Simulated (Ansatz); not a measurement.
## Response properties of GaN (F-43m)

The conventional cell has a = 4.498 Å, b = 4.498 Å, c = 4.498 Å, α = 90.00°, β = 90.00°, γ = 90.00°. Around Ga (atom 1) lie 4 N at 1.95 Å. Around N (atom 2) lie 4 Ga at 1.95 Å.

The structure is one entry of a database and needn't be the stable phase. Ansatz runs use the cell relaxed by PAW under their functional.

What are its gap and electron mass? (PBEsol, all-electron LAPW in Ansatz 0.2.0, scalar-relativistic; a = 4.498 Å; k mesh 8×8×8, fixed occupations, basis error target 1 meV/atom)

Kohn-Sham band edges (the gap between refined extrema, the direct gap on the fine mesh): gap = 1.72 eV, least direct gap = 1.72 eV, electron conductivity mass = 0.155 mₑ, ε∞ without local fields (PAW) = 6.19.

How stiff is it? (PBEsol, all-electron LAPW in Ansatz 0.2.0, scalar-relativistic; a = 4.498 Å; k mesh 8×8×8, strains of ±0.008, fixed occupations, basis error target 1 meV/atom)

Elastic moduli (Hill averages, relaxed ions; θ_D from sound speeds over directions): B = 188 GPa, G = 106 GPa, C11 = 271 GPa, C44 = 152 GPa, ν = 0.263, θ_D = 604 K.

How does it vibrate? (PBEsol, all-electron LAPW in Ansatz 0.2.0, scalar-relativistic; a = 4.498 Å; k mesh 8×8×8, fixed occupations, basis error target 0.5 meV/atom; q mesh 2×2×2)

Harmonic phonons by finite displacements (no LO-TO term; negative means unstable): highest mode = 678 cm⁻¹, lowest at L = 134 cm⁻¹, lowest at X = 188 cm⁻¹, highest at Γ = 537 cm⁻¹.

How does it screen a field? (PBEsol, PAW on Ansatz 0.2.0's default frozen-core files (fitted under PBE), scalar-relativistic; a = 4.498 Å; k mesh 8×8×8, fixed occupations, cutoff 420 eV)

Dielectric response and Born charges by linear response (direction means): ε∞ = 6.01, largest |Z*| = 2.66 e, ε₀ = 10.6.

How much do local fields and the kernel change ε∞?

From 6.19 (independent particles) to 6.01 (linear response), -3 %. The two sums use different k meshes, so a part of a few per cent can be the mesh's.

Caveats: no spin-orbit coupling on heavy atoms (band edges); semilocal gaps are low, and light masses and ε∞ follow the gap (band edges); this zinc-blende form is metastable at ambient conditions; constants at zero field, no piezoelectric stiffening (moduli); frozen-core PAW files fitted under PBE, their cores solved anew for the functional of the run (field response); zone-boundary modes aren't tested (field response); field response not resolved by the mesh (field response); semilocal gaps are low, so ε∞ comes out large.
